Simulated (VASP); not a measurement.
**How biaxial strain in the (111) plane changes GaN (F-43m)**

How do the elastic response and the band edges of GaN follow biaxial strain in the (111) plane?

Program: VASP 6.6.1. Level of theory: LDA; plane waves and PAW (Ga_d, N); cell typed or built by script, in the first sound run; inputs show where later runs differ. Results are calculated unless marked as measured.

This is a report of a sequence of runs, with most program output left out.

## 1. Set-up

Symmetry: F-43m, No. 216, cubic system. The conventional cell has a = 4.500 Å, b = 4.500 Å, c = 4.500 Å, α = 90.00°, β = 90.00°, γ = 90.00°. Nearest to Ga lie 4 N at 1.95 Å. N has 4 Ga at 1.95 Å nearest. Farther neighbours and most contacts between anions are not listed.

Coordinates:

```cif
data_structure
_symmetry_space_group_name_H-M 'P 1'
_symmetry_Int_Tables_number 1
_cell_length_a 3.1820
_cell_length_b 3.1820
_cell_length_c 3.1820
_cell_angle_alpha 60.000
_cell_angle_beta 60.000
_cell_angle_gamma 60.000
_cell_volume 22.78
loop_
_atom_site_label
_atom_site_type_symbol
_atom_site_fract_x
_atom_site_fract_y
_atom_site_fract_z
_atom_site_occupancy
Ga1 Ga 0.00000 0.00000 0.00000 1
N2 N 0.25000 0.25000 0.25000 1
```

## 2. Relax the crystal, LDA

The series starts from the cell that this level prefers, so that zero strain is near zero stress.

This step took 2 runs in a row; the last is shown.

Level: LDA; plane waves and PAW (Ga_d, N); cell typed or built by script.

INCAR

```
SYSTEM = GaN
PREC = Accurate
ENCUT = 600
EDIFF = 1E-07
NELM = 120
ISMEAR = 0
SIGMA = 0.02
LREAL = .FALSE.
ALGO = Normal
GGA = CA
NBANDS = 15
LASPH = .TRUE.
LORBIT = 11
LWAVE = .FALSE.
LCHARG = .FALSE.
KPAR = 12
IBRION = 2
NSW = 40
ISIF = 3
EDIFFG = -0.005
POTIM = 0.4
```

POSCAR

```
GaN
1.0
    0.0000000000      2.2313343091      2.2313343091
    2.2313343091      0.0000000000      2.2313343091
    2.2313343091      2.2313343091      0.0000000000
Ga N
1 1
Direct
    0.0000000000      0.0000000000      0.0000000000
    0.2500000000      0.2500000000      0.2500000000
```

KPOINTS

```
Automatic mesh
0
Gamma
11 11 11
0 0 0
```

PAW data sets: Ga_d and N (LDA family, release 64).

Started as:

```sh
> mpirun -np 12 vasp_std
```

Elapsed: 2.8 s, on 12 MPI ranks of Intel Xeon 6975P-C (Granite Rapids), shared host; peak memory 1.9 GiB.

Numbers from this step:

```
energy(sigma→0) of the program : -13.9446 eV
stress, compression positive   : 0.01 along [111], 0.01 across it (mean), GPa
volume                         : 22.219 Å³
ionic steps                    : 1
```

## 3. Strain along the normal, LDA

One member in full: the plane is strained by 2 %, and the strain along the normal is moved by secant steps until the normal stress is under 0.012 GPa or five steps are spent; the atoms relax at each step.

This step took 4 runs, each at a new trial strain with the atoms of the one before; the last is shown.

Level: LDA; plane waves and PAW (Ga_d, N); cell typed or built by script.

Edit INCAR of step 2 so:

```diff
@@ -15,7 +15,7 @@
 LCHARG = .FALSE.
-KPAR = 12
-IBRION = 2
-NSW = 40
-ISIF = 3
-EDIFFG = -0.005
-POTIM = 0.4
+KPAR = 3
+IBRION = 1
+NSW = 25
+ISIF = 2
+EDIFFG = -0.004
+POTIM = 0.3
```

POSCAR

```
GaN
1.0
   -0.0427317360      2.2332292600      2.2332292600
    2.2332292600     -0.0427317360      2.2332292600
    2.2332292600      2.2332292600     -0.0427317360
Ga N
1 1
Direct
    0.9986235031      0.9986235031      0.9986235031
    0.2513764969      0.2513764969      0.2513764969
```

KPOINTS is that of step 2.

Started as:

```sh
> mpirun -np 3 vasp_std
```

It took 10 s on 3 MPI ranks; peak memory 0.52 GiB; 30 s of CPU time.

Read from the output:

* energy(sigma→0) of the program: -13.9206 eV
* stress, compression positive: 0.01 along [111], -8.68 across it (mean), GPa
* ionic steps: 1

## 4. Band edges, TB-mBJ with spin-orbit coupling

Short lines in KPOINTS_OPT sample the zone centre along and across the normal of the plane, for masses, and the other valleys.

Level: TB-mBJ, spin-orbit coupling; plane waves and PAW (Ga_d, N); cell typed or built by script.

TB-mBJ has no energy functional, so the total energy, stress and pressure in this output mean nothing.

INCAR

```
SYSTEM = GaN
PREC = Accurate
ENCUT = 600
EDIFF = 1E-06
NELM = 150
ISMEAR = 0
SIGMA = 0.02
LREAL = .FALSE.
ALGO = Normal
METAGGA = MBJ
LASPH = .TRUE.
LNONCOLLINEAR = .TRUE.
MAGMOM = 0 0 0 0 0 0
NBANDS = 28
GGA_COMPAT = .FALSE.
LSORBIT = .TRUE.
LWAVE = .FALSE.
LCHARG = .FALSE.
KPAR = 3
```

POSCAR is that of step 3.

KPOINTS

```
Automatic mesh
0
Gamma
9 9 9
0 0 0
```

KPOINTS_OPT

```
Line mode
6
Line-mode
Reciprocal
  0.00000000   0.00000000   0.00000000
  0.02032440   0.02032440   0.02032440

  0.00000000   0.00000000   0.00000000
 -0.01280678   0.01280678   0.00000000

  0.31000000   0.31000000   0.00000000
  0.50000000   0.50000000   0.00000000

  0.00000000   0.31000000   0.31000000
  0.00000000   0.50000000   0.50000000

  0.45000000   0.45000000   0.45000000
  0.50000000   0.50000000   0.50000000

  0.45000000   0.00000000   0.00000000
  0.50000000   0.00000000   0.00000000

  0.42500000   0.42500000   0.00000000
  0.42465995   0.44277147   0.01777147

  0.50000000   0.50000000   0.50000000
  0.48719322   0.51280678   0.50000000
```

Started as:

```sh
> mpirun -np 3 vasp_ncl
```

Wall time 5.4 min (3 MPI ranks); peak memory 1.6 GiB.

## 5. Band edges, r2SCAN with spin-orbit coupling

Level: r2SCAN, spin-orbit coupling; plane waves and PAW (Ga_d, N); cell typed or built by script.

Edit INCAR of step 4 so:

```diff
@@ -4,3 +4,3 @@
 EDIFF = 1E-06
-NELM = 150
+NELM = 100
 ISMEAR = 0
@@ -9,3 +9,3 @@
 ALGO = Normal
-METAGGA = MBJ
+METAGGA = R2SCAN
 LASPH = .TRUE.
```

POSCAR is that of step 4.

KPOINTS is that of step 4.

KPOINTS_OPT is that of step 4.

Started as:

```sh
> mpirun -np 3 vasp_ncl
```

Elapsed: 6.1 min, on 3 MPI ranks; peak memory 1.5 GiB.

Numbers from this step:

```
energy(sigma→0) of the program : -157.0045 eV
stress, compression positive   : 6.01 along [111], -3.10 across it (mean), GPa
```

The run ends at a pressure of -0.07 GPa, with forces up to 0.017 eV/Å.

## 6. The whole series

Runs beyond LDA use the data sets made with LDA; this shifts their levels slightly, and their total energies have another zero (at TB-mBJ, which has no energy functional, they mean nothing).

The other members went through these steps as far as the tables show, with the same cutoff and, step by step, the same mesh; 48 runs are not shown. The session took 5.8 core hours (wall time by ranks) on a shared machine.

```
in-plane strain (%)  strain along the normal (%)  in-plane stress, tension positive (GPa)  energy above the unstrained row (meV/atom)  gap on the mesh, LDA (eV)
             -2.000                        0.941                                  -10.030                                      13.904                      2.038
             -1.500                        0.701                                   -7.397                                       7.824                      2.021
             -1.000                        0.465                                   -4.852                                       3.519                      1.998
             -0.500                        0.234                                   -2.379                                       0.928                      1.971
                  0                        0.000                                   -0.010                                       0.000                      1.940
              0.500                       -0.222                                    2.290                                       0.701                      1.856
              1.000                       -0.443                                    4.503                                       2.972                      1.772
              1.500                       -0.659                                    6.634                                       6.754                      1.687
              2.000                       -0.873                                    8.676                                      12.020                      1.603
```

Slopes at zero strain, from cubics through all rows: strain ratio -0.454, stress over strain 468 GPa.

Band edges at TB-mBJ with spin-orbit coupling, counted from the valence-band top at Γ, spin-orbit pairs averaged, with one row partly withheld:

```
in-plane strain (%)  gap (eV)  conduction band at Γ (eV)  Δ or X valley along z (eV)  Δ or X valley along x (eV)  lowest conduction level at L, [111] (eV)  lowest conduction level at L, [-111] (eV)  second valence level below the top (eV)  third valence level below the top (eV)
             -2.000     3.125                      3.125                       4.546                       4.546                                     6.603                                      6.237                                    0.003                                   0.207
             -1.500     3.110                      3.110                       4.573                       4.573                                     6.501                                      6.232                                    0.003                                   0.151
             -1.000     3.091                      3.091                       4.595                       4.595                                     6.400                                      6.224                                    0.003                                   0.098
             -0.500     3.067                      3.067                       4.613                       4.613                                     6.299                                      6.213                                    0.003                                   0.049
                  0     3.039                      3.039                       4.626                       4.626                                     6.199                                      6.199                                    0.000                                   0.005
              0.500     2.965                      2.965                       4.594                       4.594                                         ?                                      6.139                                    0.042                                   0.046
              1.000     2.887                      2.887                       4.558                       4.558                                     5.917                                      6.079                                    0.083                                   0.086
              1.500     2.809                      2.809                       4.521                       4.521                                     5.779                                      6.018                                    0.120                                   0.124
              2.000     2.731                      2.731                       4.484                       4.484                                     5.646                                      5.958                                    0.155                                   0.160
```

Conduction masses, in electron masses:

```
in-plane strain (%)  conduction mass at Γ, along the strain axis or the normal of the plane  conduction mass at Γ, across the strain axis or in the plane
             -2.000                                                                   0.228                                                         0.256
             -1.500                                                                   0.230                                                         0.250
             -1.000                                                                   0.232                                                         0.245
             -0.500                                                                   0.234                                                         0.239
                  0                                                                   0.235                                                         0.235
              0.500                                                                   0.237                                                         0.231
              1.000                                                                   0.237                                                         0.226
              1.500                                                                   0.239                                                         0.221
              2.000                                                                   0.238                                                         0.217
```

Band edges at r2SCAN with spin-orbit coupling, counted from the valence-band top at Γ, spin-orbit pairs averaged:

```
in-plane strain (%)  gap (eV)  conduction band at Γ (eV)  Δ or X valley along z (eV)  Δ or X valley along x (eV)  lowest conduction level at L, [111] (eV)  lowest conduction level at L, [-111] (eV)  second valence level below the top (eV)  third valence level below the top (eV)
             -2.000     2.426                      2.426                       3.683                       3.683                                     5.824                                      5.408                                    0.006                                   0.232
             -1.500     2.409                      2.409                       3.715                       3.715                                     5.711                                      5.405                                    0.006                                   0.170
             -1.000     2.389                      2.389                       3.745                       3.745                                     5.602                                      5.402                                    0.006                                   0.110
             -0.500     2.355                      2.355                       3.758                       3.758                                     5.484                                      5.384                                    0.006                                   0.056
                  0     2.322                      2.323                       3.774                       3.774                                     5.372                                      5.372                                    0.000                                   0.009
              0.500     2.239                      2.240                       3.740                       3.740                                     5.216                                      5.310                                    0.046                                   0.052
              1.000     2.153                      2.154                       3.702                       3.702                                     5.061                                      5.246                                    0.091                                   0.097
              1.500     2.067                      2.067                       3.664                       3.664                                     4.911                                      5.182                                    0.133                                   0.139
              2.000     1.972                      1.977                       3.621                       3.621                                     4.761                                      5.115                                    0.172                                   0.178
```

Conduction masses, in electron masses:

```
in-plane strain (%)  conduction mass at Γ, along the strain axis or the normal of the plane  conduction mass at Γ, across the strain axis or in the plane
             -2.000                                                                   0.179                                                         0.201
             -1.500                                                                   0.180                                                         0.196
             -1.000                                                                   0.181                                                         0.192
             -0.500                                                                   0.181                                                         0.186
                  0                                                                   0.181                                                         0.181
              0.500                                                                   0.181                                                         0.177
              1.000                                                                   0.180                                                         0.172
              1.500                                                                   0.178                                                         0.166
              2.000                                                                   0.177                                                         0.162
```

## 7. Fit and prediction

The quantity to fit is the splitting of the lowest conduction levels at the L points ([111] less [-111]) at TB-mBJ with spin-orbit coupling: 0.365, 0.269, 0.176, 0.087, 0.000, -0.162, -0.239, -0.312 eV in the rows shown.

A least-squares parabola through the 8 rows shown, with d the strain along the axis less the strain across it, in %: E = 0.002660 d² + 0.1164 d + 6.69e-6 (eV), r.m.s. residual 8.0e-5 eV.

At d = -0.7223 this predicts -0.0826 eV.

## 8. Checking the prediction

The calculation gives -0.0825 eV, so the prediction is 0.0001 eV too low.

The splitting is Ξu times 8/9 of d, with d as a fraction, so the linear term gives Ξu = 13.1 eV.

## 9. Outcome

| Quantity | Value |
| --- | --- |
| ratio of normal to in-plane strain | -0.454 |
| biaxial modulus | 468 GPa |
| gap of the unstrained cell, TB-mBJ with spin-orbit coupling | 3.04 eV |
| gap of the unstrained cell, r2SCAN with spin-orbit coupling | 2.32 eV |
| shear deformation potential Ξu of the lowest conduction levels at L | 13.1 eV |
| error of the predicted row | -0.1 meV |

What this shows: As a check, the curvature of the energy gives 467 GPa for the same modulus (energy per volume = M × strain²), 0 % from the slope of the stress. The energy also has a linear term worth 0.15 GPa that the stress column lacks, a mark of the finite basis. At TB-mBJ with spin-orbit coupling the lowest conduction valley is Γ throughout, and the gap runs between 2.73 and 3.12 eV. At r2SCAN with spin-orbit coupling the lowest conduction valley is Γ throughout, and the gap runs between 1.97 and 2.43 eV. Hole masses are left out throughout, since the top bands are degenerate or cross in many series; of conduction masses, those of the Γ, L and (for Si and Ge under (001) strain) Δ valleys are kept where they change by under an eighth between rows. TB-mBJ is a potential fitted for gaps; it has no energy functional, so its total energies and forces mean nothing, and its bands tend to come out too narrow. r2SCAN opens gaps somewhat over GGA but leaves them below measured values as a rule. Δ or X levels are the lowest on their line, refined by a parabola unless they lie at X; the gap is read from all points sampled and can differ from the lowest valley by some meV, or by tens of meV where strain moves the valence top off Γ. Temperature, zero-point motion and excitons are left out.

[Lines on the potential files, build, host, timing and source positions are cut from VASP's logs without a mark.]

[Logs are printed without paths, hosts, clocks, repeated set-up lines and the standing remarks that a program may print on its own settings, such as how far it seeks lower states.]

[Hosts, paths, dates, database ids (printed as entryN), source tags and the programs' standing remarks are cut or masked in the printed files.]

[In band tables of VASP the shares of atoms and orbitals are scaled to a sum of 1 inside the atoms' spheres.]
